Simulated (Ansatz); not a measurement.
# Hf (Im-3m) in Ansatz: further runs

The runs below take Hf through single point, relaxation of cell and atoms, with PBE, LDA, PBEsol.

All numbers are computed with Ansatz 0.2.0; they aren't measurements. Logs are shortened: lines on timing, memory, paths and dates and some standing lists are left out, and cuts for length are marked.

## Step 1: The crystal as given

The structure is cubic, space group Im-3m (No. 229). Conventional cell: a = 3.610 Å, b = 3.610 Å, c = 3.610 Å, α = 90.00°, β = 90.00°, γ = 90.00°. Hf (site symmetry m-3m) is surrounded by 8 Hf at 3.13 Å.

This isn't the form of Hf at room conditions, which is hcp.

## Step 2: Single point, PBE

input.yaml

```yaml
crystal:
  lattice:
    - [-1.805, 1.805, 1.805]
    - [1.805, -1.805, 1.805]
    - [1.805, 1.805, -1.805]
  atoms:
    - { symbol: Hf, position: [0.0, 0.0, 0.0] }
hamiltonian:
  xc: pbe
  pseudopotentials: { kind: paw }
kpoints:
  mp_grid: { grid: [10, 10, 10] }
scf:
  occupations: { method: gaussian, width: 0.011 }
output:
  forces: true
  stress: true
  eigenvalues: true
```

Potentials or basis: Ansatz PAW.

The run is started by

```
$ ansatz run input.yaml --threads 2 --pin off --max-ram 5632MiB --backend cpu --events-out ev --progress --plain --runs-dir out
```

Output:

```text
Warning: RAYON_NUM_THREADS=2 ignored (pool sized by the plan → 2); use --threads N
Engine: ansatz 0.2.0, x86_64-unknown-linux-gnu
Pseudopotentials: kind: paw
Pseudopotential: Hf, paw, valence charge 26, recommended cutoff 420 eV (normal), Hf.paw.azcp
Functional definition: PBE
  parameter kappa = 0.804
  parameter beta = 0.06672455060314922
  exchange = pbe_x(kappa = kappa, mu = beta*pi^2/3)
  correlation = pbe_c(beta = beta)
Crystal: 1 atoms, lattice volume = 23.523 Å³
Basis set: ecut = 420 eV, 459 PW (Γ), exchange–correlation on 48×48×48 points (8 copies of the dense FFT grid, shifted against one another)
Bands: 17, of which v1, the nominal top of the filled ones, is band 13 counted from 1 (12 counted from 0)
Symmetry: 48 space group operations
Space group: Im-3m (ITA 229), of the structure as read, at distance tolerance 2.9e-5 Å
k-points: 47 of 1000
Non-local potential: Hf, projectors of the file, l = 0: 3, l = 1: 2, l = 2: 2, l = 3: 3
PAW form: soft (Blöchl's): semilocal exchange-correlation on the pseudo side does not see the compensation charge
PAW one-centre angular grid: Hf, 590 points (default); XC on 64 Gauss nodes
Initial density: superposition of atomic densities (neutral atoms: chi_scale 0, normalization atom), corrected by the library's trained network
Initial wavefunctions: pseudopotential atomic-orbital guess
Functional: x = pbe(κ = 0.804, μ = 0.2195149727645171), c = pbe(β = 0.06672455060314922)
SCF iter   1: F=—  HF=-15721.166156 eV  |F-HF|=—  |Δ(HF+E_count)|=         —  Δρ=2.13e-3  dr2=4.89e-4  ethr=1.77e-3  ⟨swp⟩=5.1  Hψ=3483  notcnv=0
preconditioner: auto → none  [insulator: Δε(μ)=0.054 eV  Ē_g=18.370 eV  σ=0.011 eV  W_gap=0.60  n_scr=12 (ndim 8)  ℏωp=37.5 eV  f_vac=0.000  D(μ)=4.76/eV (n_scr^D=86)  ε∞_Penn≈5.2]
SCF iter   2: F=—  HF=-15721.166087 eV  |F-HF|=—  |Δ(HF+E_count)|=   6.90e-5  Δρ=9.43e-4  dr2=9.58e-5  ethr=1.88e-6  ⟨swp⟩=2.6  Hψ=1892  notcnv=0  defer=11
SCF iter   3: F=—  HF=-15721.166117 eV  |F-HF|=—  |Δ(HF+E_count)|=   3.04e-5  Δρ=2.85e-4  dr2=1.50e-5  ethr=3.68e-7  ⟨swp⟩=2.0  Hψ=1218  notcnv=0  defer=11
SCF iter   4: F=—  HF=-15721.166103 eV  |F-HF|=—  |Δ(HF+E_count)|=   1.40e-5  Δρ=5.00e-5  dr2=2.65e-7  ethr=5.77e-8  ⟨swp⟩=2.0  Hψ=1395  notcnv=0  defer=11
iter 5 did not close the SCF: its close was put off for the readings that it lacked (scf_convergence_deferred on its scf_iter line)
SCF iter   5: F=-15721.166103 eV  HF=-15721.166103 eV  |F-HF|=1.30e-8  |Δ(HF+E_count)|=   2.28e-7  Δρ=1.38e-5  dr2=1.73e-8  ethr=1.02e-9  ⟨swp⟩=2.4  Hψ=1336  notcnv=0  defer=11
SCF iter   6: F=-15721.166103 eV  HF=-15721.166103 eV  |F-HF|=4.37e-10  |Δ(HF+E_count)|=   1.57e-8  Δρ=2.84e-6  dr2=1.05e-9  ethr=6.65e-11  ⟨swp⟩=3.4  Hψ=2939  notcnv=0
SCF 1 converged in 6 iterations: F = -15721.166103 eV  dr2 = 1.05e-9
SCF converged after 6 iterations
Free energy (F): -15721.166103 eV
Harris-Foulkes:  -15721.166103 eV  (|F-HF|=4.37e-10)
Internal energy: -15721.165816 eV  (E = F + TS)
E sigma→0 (E₀):  -15721.165960 eV
Entropy (-TS):   -0.000288 eV (-0.288 meV/atom)
Fermi energy:    18.503749 eV
--- Per-component energies (eV) ---
  E_band       = 6.223216
  E_kinetic    = 422.607685
  E_local      = -5202.308288  (includes V_loc(G=0)·N_el)
  E_nonlocal   = -1244.668087
  E_hartree    = 2436.272094
  E_xc         = -299.352628
  E_vxc        = -265.215831  (∫ρ·V_xc dr)
  E_paw        = -6927.223249  (= ΣΔE_a)
  E_vpaw       = 1423.266372  (= ΣTr[D̂ρ^β])
  E_aug_tail   = -0.000001  (compensation charges beyond the density's cutoff)
  E_ewald      = -4906.493341
  E_smearing   = -0.000288  (= −TS)
  E_closure    = 0.000000  (closes the sum)
  Σ components = -15721.166103   (vs F -15721.166103, Δ=0.00e0)
--- Forces (eV/Å), atoms counted from 1 ---
  atom   1  Hf    -0.00000000     0.00000000    -0.00000000
  max |Σ_I F_I| component: 4.27e-31 eV/Å
--- Stress (GPa, compression-positive) ---
       -5.002664      -0.000000      -0.000000
        0.000000      -5.002664      -0.000000
       -0.000000       0.000000      -5.002664
  P = ⅓ Tr σ = -5.0027 GPa (-50.027 kbar)
--- Band table (eV; the first three rows and the last of 47) ---
  k-point 0: bands = ["-43.1888", "-11.5015", "-11.5015", "-11.5015", "6.8423", "6.8423", "6.8423", "6.9046", "6.9046", "6.9046", "6.9298", "11.6318", "19.9781", "19.9781", "19.9781", "22.6182", "22.6182"]
  k-point 1: bands = ["-43.1837", "-11.5714", "-11.5237", "-11.5017", "6.8442", "6.8466", "6.8468", "6.9005", "6.9030", "6.9032", "6.9244", "11.9767", "19.7452", "19.8715", "20.3212", "22.2901", "22.6213"]
  k-point 2: bands = ["-43.1702", "-11.7502", "-11.5814", "-11.5023", "6.8483", "6.8580", "6.8586", "6.8907", "6.8935", "6.9003", "6.9163", "12.9222", "19.2033", "19.3825", "21.3179", "22.0518", "22.6851"]
  k-point 46: bands = ["-43.0937", "-11.9909", "-11.9909", "-11.9909", "6.8263", "6.8695", "6.8695", "6.8695", "6.9115", "6.9115", "6.9115", "16.1296", "16.1296", "24.9006", "24.9006", "24.9006", "25.3312"]
```

Wall time 0.44 s (2 threads of AMD EPYC 9R45 (Zen 5), shared host); peak memory 0.34 GiB.

What came out:

```yaml
Free_energy: -15721.1661 eV
Pressure: -5.0 GPa
Band_gap_on_the_k_mesh: none (metal or under the smearing width)
```

Levels at points of the mesh, in eV from the Fermi level:
| k point | band 9 | band 10 | band 11 | band 12 | band 13 | band 14 | band 15 | band 16 | band 17 |
| --- | --- | --- | --- | --- | --- | --- | --- | --- | --- |
| (0.00, 0.00, 0.00) | -11.60 | -11.60 | -11.57 | -6.87 | 1.47 | 1.47 | 1.47 | 4.11 | 4.11 |
| (0.00, 0.00, -0.50) | -11.60 | -11.60 | -11.59 | -3.23 | -0.42 | 0.88 | 3.92 | 4.87 | 7.16 |
| (-0.50, -0.50, -0.50) | -11.59 | -11.59 | -11.59 | -2.37 | -2.37 | 6.40 | 6.40 | 6.40 | 6.83 |

## Step 3: Relaxation of cell and atoms, PBE

Changes to input.yaml since step 2:

```diff
@@ -13,3 +13,3 @@
 scf:
-  occupations: { method: gaussian, width: 0.011 }
+  occupations: { method: fermi_dirac, width: 0.05 }
 output:
@@ -18 +18,5 @@
   eigenvalues: true
+relax:
+  f_tol: 0.01
+  max_steps: 40
+  cell: { stress_tol: 0.05 }
```

Potentials or basis: Ansatz PAW.

The run is started by

```
$ ansatz run input.yaml --threads 2 --pin off --max-ram 5632MiB --backend cpu --events-out ev --progress --plain --runs-dir out
```

Run time: 2.2 s. Hardware: 2 threads of AMD EPYC 9R45 (Zen 5), shared host; peak memory 0.37 GiB.

It converged, with:

| Quantity | Value |
| --- | --- |
| Free energy | -15721.1926 eV |
| Relaxed volume | 22.31 Å³/atom |
| Relaxed cell | a = 3.072 Å, b = 3.072 Å, c = 3.072 Å, α = 109.47°, β = 109.47°, γ = 109.47° |
| Space group after relaxing (to 0.05 Å) | Im-3m (No. 229) |
| Energy gained by relaxing | 19.3 meV/atom |
| Ionic steps | 5 |
| Pressure after relaxing | 0.0 GPa |
| Band gap on the k mesh | none (metal or under the smearing width) |

The path:
```csv
step,energy change (eV),largest force (eV/Å),volume (Å³)
1,0.0000,0.0000,23.52
2,-0.0014,0.0000,21.21
3,-0.0195,0.0000,22.38
4,-0.0195,0.0000,22.31
5,-0.0193,0.0000,22.31
```

Final structure:
```
Hf
1.0
    -1.77348    1.77348    1.77348
     1.77348   -1.77348    1.77348
     1.77348    1.77348   -1.77348
Hf
1
Direct
  0.00000 0.00000 0.00000
```

Levels at points of the mesh, in eV from the Fermi level:
| k point | band 11 | band 12 | band 13 | band 14 | band 15 | band 16 |
| --- | --- | --- | --- | --- | --- | --- |
| (0.00, 0.00, 0.00) | -11.41 | -7.04 | 1.51 | 1.51 | 1.51 | 4.30 |
| (0.00, 0.00, -0.50) | -11.42 | -3.39 | -0.51 | 1.06 | 4.14 | 5.14 |
| (-0.50, -0.50, -0.50) | -11.43 | -2.59 | -2.59 | 6.78 | 6.78 | 6.78 |

Caveat: the plane-wave basis is chosen anew once the cell has moved, so the energies of steps on either side of that aren't comparable. Spin-orbit coupling is left out, which matters for the levels of Hf.

## Step 4: Relaxation of cell and atoms, LDA

Changes to input.yaml since step 3:

```diff
@@ -8,3 +8,3 @@
 hamiltonian:
-  xc: pbe
+  xc: lda
   pseudopotentials: { kind: paw }
```

The run is started by

```
$ ansatz run input.yaml --threads 2 --pin off --max-ram 5632MiB --backend cpu --events-out ev --progress --plain --runs-dir out
```

Run time: 2.2 s. Hardware: 2 threads of AMD EPYC 9R45 (Zen 5), shared host; peak memory 0.37 GiB.

The run converged. Its results:

```yaml
Free_energy: -15476.7197 eV
Relaxed_volume: 20.42 Å³/atom
Relaxed_cell: a = 2.983 Å, b = 2.983 Å, c = 2.983 Å, α = 109.47°, β = 109.47°, γ = 109.47°
Space_group_after_relaxing_to_0.05_Å: Im-3m (No. 229)
Energy_gained_by_relaxing: 135.0 meV/atom
Ionic_steps: 5
Pressure_after_relaxing: 0.0 GPa
Band_gap_on_the_k_mesh: none (metal or under the smearing width)
```

Step by step:
```tsv
step	energy change (eV)	largest force (eV/Å)	volume (Å³)
1	0.0000	0.0000	23.52
2	-0.1350	0.0000	20.25
3	-0.1355	0.0000	20.45
4	-0.1355	0.0000	20.42
5	-0.1350	0.0000	20.42
```

Final structure:
```
Hf
1.0
    -1.72195    1.72195    1.72195
     1.72195   -1.72195    1.72195
     1.72195    1.72195   -1.72195
Hf
1
Cartesian
  0.0000 0.0000 0.0000
```

Levels at points of the mesh, in eV from the Fermi level:
| k point | band 10 | band 11 | band 12 | band 13 | band 14 | band 15 | band 16 | band 17 |
| --- | --- | --- | --- | --- | --- | --- | --- | --- |
| (0.00, 0.00, 0.00) | -11.26 | -11.21 | -7.32 | 1.45 | 1.45 | 1.45 | 4.52 | 4.52 |
| (0.00, 0.00, -0.50) | -11.26 | -11.24 | -3.71 | -0.77 | 1.53 | 4.38 | 5.48 | 8.31 |
| (-0.50, -0.50, -0.50) | -11.24 | -11.24 | -3.03 | -3.03 | 7.35 | 7.35 | 7.35 | 8.01 |

Caveat: the plane-wave basis is chosen anew once the cell has moved, so the energies of steps on either side of that aren't comparable; the volume moved by -13 % from the deposited cell, more than functionals usually miss; the PAW data sets come from PBE, with cores solved anew for the run's functional, which leaves a small shift of forces and pressure. LDA usually gives volumes a few per cent too small.

## Step 5: Relaxation of cell and atoms, PBEsol

Changes to input.yaml since step 4:

```diff
@@ -8,3 +8,3 @@
 hamiltonian:
-  xc: lda
+  xc: pbesol
   pseudopotentials: { kind: paw }
```

Potentials or basis: Ansatz PAW.

The run is started by

```
$ ansatz run input.yaml --threads 2 --pin off --max-ram 5632MiB --backend cpu --events-out ev --progress --plain --runs-dir out
```

Output:

```text
Warning: RAYON_NUM_THREADS=2 ignored (pool sized by the plan → 2); use --threads N
Engine: ansatz 0.2.0, x86_64-unknown-linux-gnu
Pseudopotentials: kind: paw
Pseudopotential: Hf, paw, valence charge 26, recommended cutoff 420 eV (normal), Hf.paw.azcp
Functional definition: PBEsol
  exchange = pbesol_x
  correlation = pbesol_c
Crystal: 1 atoms, lattice volume = 23.523 Å³
Basis set: ecut = 420 eV, 459 PW (Γ), exchange–correlation on 48×48×48 points (8 copies of the dense FFT grid, shifted against one another)
Bands: 17, of which v1, the nominal top of the filled ones, is band 13 counted from 1 (12 counted from 0)
Symmetry: 48 space group operations
Space group: Im-3m (ITA 229), of the structure as read, at distance tolerance 2.9e-5 Å
k-points: 47 of 1000
Non-local potential: Hf, projectors of the file, l = 0: 3, l = 1: 2, l = 2: 2, l = 3: 3
PAW form: soft (Blöchl's): semilocal exchange-correlation on the pseudo side does not see the compensation charge
PAW frozen core: Hf, regenerated for the run's functional, and the local potential with it (the file was generated under x = pbe(κ = 0.804, μ = 0.2195149727645171), c = pbe(β = 0.06672455060314922))
PAW one-centre angular grid: Hf, 590 points (default); XC on 64 Gauss nodes
Initial density: superposition of atomic densities (neutral atoms: chi_scale 0, normalization atom), corrected by the library's trained network
Initial wavefunctions: pseudopotential atomic-orbital guess
Functional: x = pbesol(κ = 0.804, μ = 0.12345679012345678), c = pbesol(β = 0.046)
SCF iter   1: F=—  HF=-15597.801025 eV  |F-HF|=—  |Δ(HF+E_count)|=         —  Δρ=2.97e-3  dr2=1.25e-3  ethr=1.77e-3  ⟨swp⟩=4.9  Hψ=3363  notcnv=0
preconditioner: auto → Kerker (q_TF=auto, 2.774 Å⁻¹)  [metal: Δε(μ)=0.045 eV  Ē_g=18.333 eV  σ=0.050 eV  W_gap=0.21  n_scr=12 (ndim 8)  ℏωp=37.5 eV  f_vac=0.000  D(μ)=1.77/eV (n_scr^D=18)]
SCF iter   2: F=—  HF=-15597.800883 eV  |F-HF|=—  |Δ(HF+E_count)|=   1.42e-4  Δρ=1.76e-3  dr2=4.94e-4  ethr=4.82e-6  ⟨swp⟩=2.7  Hψ=1758  notcnv=0
SCF iter   3: F=—  HF=-15597.800933 eV  |F-HF|=—  |Δ(HF+E_count)|=   5.05e-5  Δρ=7.62e-4  dr2=9.13e-5  ethr=1.90e-6  ⟨swp⟩=2.0  Hψ=1129  notcnv=0
SCF iter   4: F=—  HF=-15597.800848 eV  |F-HF|=—  |Δ(HF+E_count)|=   8.53e-5  Δρ=1.78e-4  dr2=4.77e-6  ethr=3.51e-7  ⟨swp⟩=2.0  Hψ=1327  notcnv=0
SCF iter   5: F=—  HF=-15597.800849 eV  |F-HF|=—  |Δ(HF+E_count)|=   6.03e-7  Δρ=4.08e-5  dr2=2.90e-7  ethr=1.83e-8  ⟨swp⟩=1.5  Hψ=857  notcnv=0
SCF iter   6: F=-15597.800848 eV  HF=-15597.800848 eV  |F-HF|=7.71e-9  |Δ(HF+E_count)|=   1.15e-7  Δρ=5.90e-6  dr2=4.92e-9  ethr=3.85e-10  ⟨swp⟩=4.8  Hψ=3067  notcnv=0
SCF 1 converged in 6 iterations: F = -15597.800848 eV  dr2 = 4.92e-9
relax step   1: F+E_penalty+E_count = -15597.80084848 eV  Δ(F+E_penalty+E_count) = +0.000e0 eV  max|allowed force component| = 0.000e0 eV/Å  Δτ_max = 0.0000 Å  P = -9.013 GPa  Ω = 23.523 Å³  (6 SCF iters, dr2 threshold 1.00e-7 eV, accepted)
[... 50 lines left out ...]
SCF converged after 7 iterations
Free energy (F): -15597.867985 eV
Harris-Foulkes:  -15597.867985 eV  (|F-HF|=3.64e-12)
Internal energy: -15597.855013 eV  (E = F + TS)
E sigma→0 (E₀):  -15597.861499 eV
Entropy (-TS):   -0.012972 eV (-12.972 meV/atom)
Fermi energy:    20.492779 eV
--- Per-component energies (eV) ---
  E_band       = 64.067793
  E_kinetic    = 426.574143
  E_local      = -4944.409519  (includes V_loc(G=0)·N_el)
  E_nonlocal   = -1238.633373
  E_hartree    = 2334.465009
  E_xc         = -298.290789
  E_vxc        = -266.697902  (∫ρ·V_xc dr)
  E_paw        = -6807.606027  (= ΣΔE_a)
  E_vpaw       = 1418.304478  (= ΣTr[D̂ρ^β])
  E_aug_tail   = -0.000001  (compensation charges beyond the density's cutoff)
  E_ewald      = -5071.205548
  E_core_change = 1.251092  (= ΣΔE_core)
  E_smearing   = -0.012972  (= −TS)
  E_closure    = 0.000000  (closes the sum)
  Σ components = -15597.867985   (vs F -15597.867985, Δ=0.00e0)
--- Forces (eV/Å), atoms counted from 1 ---
  atom   1  Hf     0.00000000    -0.00000000     0.00000000
  max |Σ_I F_I| component: 2.10e-30 eV/Å
--- Stress (GPa, compression-positive) ---
       -0.037928       0.000000       0.000000
       -0.000000      -0.037928      -0.000000
        0.000000       0.000000      -0.037928
  P = ⅓ Tr σ = -0.0379 GPa (-0.379 kbar)
--- Band table (eV; the first three rows and the last of 47) ---
  k-point 0: bands = ["-40.9054", "-9.1236", "-9.1236", "-9.1236", "9.1309", "9.1309", "9.1309", "9.2157", "9.2157", "9.2157", "9.2513", "13.2889", "22.0088", "22.0088", "22.0088", "24.9466", "24.9466"]
  k-point 1: bands = ["-40.8974", "-9.2231", "-9.1542", "-9.1241", "9.1335", "9.1368", "9.1368", "9.2101", "9.2134", "9.2136", "9.2439", "13.6764", "21.7432", "21.8903", "22.3998", "24.5629", "24.9473"]
  k-point 2: bands = ["-40.8761", "-9.4759", "-9.2337", "-9.1255", "9.1390", "9.1525", "9.1526", "9.1966", "9.2009", "9.2097", "9.2326", "14.7194", "21.1301", "21.3551", "23.5337", "24.3080", "25.0173"]
  k-point 46: bands = ["-40.7567", "-9.7985", "-9.7985", "-9.7985", "9.1128", "9.1682", "9.1682", "9.1682", "9.2261", "9.2261", "9.2261", "17.6858", "17.6858", "27.6172", "27.6172", "27.6172", "28.0984"]
--- Relaxed structure (4 steps of the walk, 4 accepted, 1 SCFs on fresh bases) ---
  F+E_penalty+E_count = -15597.86798469 eV   max|allowed force component| = 0.000e0 eV/Å   (the final SCF, on the basis selected at the relaxed cell)
  cell:  # Å, volume = 21.3045 Å³
    - [-1.7463737957351777, 1.7463737957351777, 1.7463737957351777]
    - [1.7463737957351777, -1.7463737957351777, 1.7463737957351777]
    - [1.7463737957351777, 1.7463737957351777, -1.7463737957351777]
  atoms:
    - { symbol: Hf, position: [0.0, 0.0, 0.0] }
```

It took 2.4 s on 2 threads of AMD EPYC 9R45 (Zen 5), shared host; peak memory 0.36 GiB.

Results:

```
Free energy                            : -15597.8680 eV
Relaxed volume                         : 21.30 Å³/atom
Relaxed cell                           : a = 3.025 Å, b = 3.025 Å, c = 3.025 Å, α = 109.47°, β = 109.47°, γ = 109.47°
Space group after relaxing (to 0.05 Å) : Im-3m (No. 229)
Energy gained by relaxing              : 67.1 meV/atom
Ionic steps                            : 5
Pressure after relaxing                : 0.0 GPa
Band gap on the k mesh                 : none (metal or under the smearing width)
```

The path:
```
step  energy change (eV)  largest force (eV/Å)  volume (Å³)
   1              0.0000                0.0000        23.52
   2             -0.0504                0.0000        20.27
   3             -0.0674                0.0000        21.41
   4             -0.0676                0.0000        21.30
   5             -0.0671                0.0000        21.30
```

Final structure:
```
Hf
1.0
    -1.74637    1.74637    1.74637
     1.74637   -1.74637    1.74637
     1.74637    1.74637   -1.74637
Hf
1
Cartesian
  0.0000 0.0000 0.0000
```

Levels at points of the mesh, in eV from the Fermi level:
```
              k point  band 9  band 10  band 11  band 12  band 13  band 14  band 15  band 16  band 17
   (0.00, 0.00, 0.00)  -11.28   -11.28   -11.24    -7.20     1.52     1.52     1.52     4.45     4.45
  (0.00, 0.00, -0.50)  -11.28   -11.28   -11.26    -3.55    -0.62     1.27     4.30     5.36     8.03
(-0.50, -0.50, -0.50)  -11.27   -11.27   -11.27    -2.81    -2.81     7.12     7.12     7.12     7.61
```

Caveat: the plane-wave basis is chosen anew once the cell has moved, so the energies of steps on either side of that aren't comparable; the PAW data sets come from PBE, with cores solved anew for the run's functional, which leaves a small shift of forces and pressure. Spin-orbit coupling is left out, which matters for the levels of Hf.

## Step 6: The runs side by side

| task | level | cell | smearing | gap on the mesh (eV) | pressure (GPa) | relaxed volume (Å³/atom) |
| --- | --- | --- | --- | --- | --- | --- |
| single point | PBE | as given | gaussian 0.011 eV | none | -5.0 | - |
| relaxation of cell and atoms | PBE | relaxed | fermi-dirac 0.05 eV | none | 0.0 | 22.31 |
| relaxation of cell and atoms | LDA | relaxed | fermi-dirac 0.05 eV | none | 0.0 | 20.42 |
| relaxation of cell and atoms | PBEsol | relaxed | fermi-dirac 0.05 eV | none | 0.0 | 21.30 |

Alike in all rows: potentials or basis Ansatz PAW; no spin polarisation; k mesh 10 × 10 × 10; cutoff (eV) 420.

Caveats: the plane-wave basis is chosen anew once the cell has moved, so the energies of steps on either side of that aren't comparable (some runs); the PAW data sets come from PBE, with cores solved anew for the run's functional, which leaves a small shift of forces and pressure (some runs); the volume moved by -13 % from the deposited cell, more than functionals usually miss (some runs).

Total energies depend on the potentials used, so only differences within one code and one set of settings carry meaning.
